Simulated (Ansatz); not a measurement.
Migration of O in SnO₂

Method: DFT PBE, scalar-relativistic, plane waves, PAW (Ansatz). Settings: 420 eV cutoff, 3×3×3 k-mesh, Gaussian smearing of 0.02 eV, no spin polarisation.

In a supercell of 12 host sites, interstitial O hops to an equivalent place, moving 0.82 Å between the relaxed ends. Climbing-image nudged elastic band at fixed cell with images 0 (start) to 6 (end), the path measured over all atoms, converged to 0.05 eV/Å; the order of the saddle wasn't checked, and the small cell leaves errors of about a tenth of an eV.

Start:

```yaml
crystal:
  lattice:
    - [-4.82652, 0.00000, 3.23817]
    - [4.82652, 0.00000, 3.23817]
    - [0.00000, 4.82837, -3.23817]
  atoms:
    - { symbol: Sn, position: [0.26300, 0.76955, 0.51315] }
    - { symbol: Sn, position: [0.73706, 0.25046, 0.50626] }
    - { symbol: Sn, position: [0.00007, 0.98786, 0.98766] }
    - { symbol: Sn, position: [0.49994, 0.50774, 0.00759] }
    - { symbol: O, position: [0.84435, 0.23142, 0.20119] }
    - { symbol: O, position: [0.49972, 0.81059, 0.31010] }
    - { symbol: O, position: [0.94839, 0.75212, 0.19811] }
    - { symbol: O, position: [0.43275, 0.22973, 0.16819] }
    - { symbol: O, position: [0.56735, 0.73603, 0.79703] }
    - { symbol: O, position: [0.05148, 0.24962, 0.80323] }
    - { symbol: O, position: [0.00015, 0.68353, 0.68335] }
    - { symbol: O, position: [0.49998, 0.20114, 0.70078] }
    - { symbol: O, position: [0.15607, 0.35721, 0.38666] }
```

Atom 13 jumps to (0.971, 1.867, -0.410) Å.

(1) Give the energy along the band and the structure at its top.

Results:

(1)
```tsv
image	path (Å)	E − E(0) (eV)	O x (Å)	O y (Å)	O z (Å)	force on O (eV/Å)
0	0.00	0.000	0.971	1.867	0.410	0.01
1	0.23	0.078	0.943	1.944	0.298	0.44
2	0.46	0.275	0.916	1.992	0.156	0.62
3	0.69	0.395	0.902	2.009	0.000	0.00
4	0.92	0.275	0.916	1.992	-0.156	0.62
5	1.15	0.078	0.943	1.944	-0.298	0.44
6	1.37	0.000	0.971	1.867	-0.410	0.01
```

Barrier 0.40 eV. Image 3:
```yaml
crystal:
  lattice:
    - [-4.82652, 0.00000, 3.23817]
    - [4.82652, 0.00000, 3.23817]
    - [0.00000, 4.82837, -3.23817]
  atoms:
    - { symbol: Sn, position: [0.25190, 0.75061, 0.49838] }
    - { symbol: Sn, position: [0.74777, 0.24648, 0.49838] }
    - { symbol: Sn, position: [0.99992, 0.99061, 0.99052] }
    - { symbol: Sn, position: [0.49974, 0.49804, 0.99778] }
    - { symbol: O, position: [0.88574, 0.30194, 0.18768] }
    - { symbol: O, position: [0.49989, 0.80479, 0.30468] }
    - { symbol: O, position: [0.94363, 0.75187, 0.18890] }
    - { symbol: O, position: [0.43703, 0.24526, 0.18890] }
    - { symbol: O, position: [0.56275, 0.75232, 0.80819] }
    - { symbol: O, position: [0.05587, 0.24544, 0.80819] }
    - { symbol: O, position: [0.99987, 0.68418, 0.68405] }
    - { symbol: O, position: [0.49971, 0.19196, 0.69166] }
    - { symbol: O, position: [0.11450, 0.30148, 0.41598] }
```

Cost: 1 run of about 7.8 core-minutes, on Intel Xeon Processor @ 2.70GHz (shared hosts).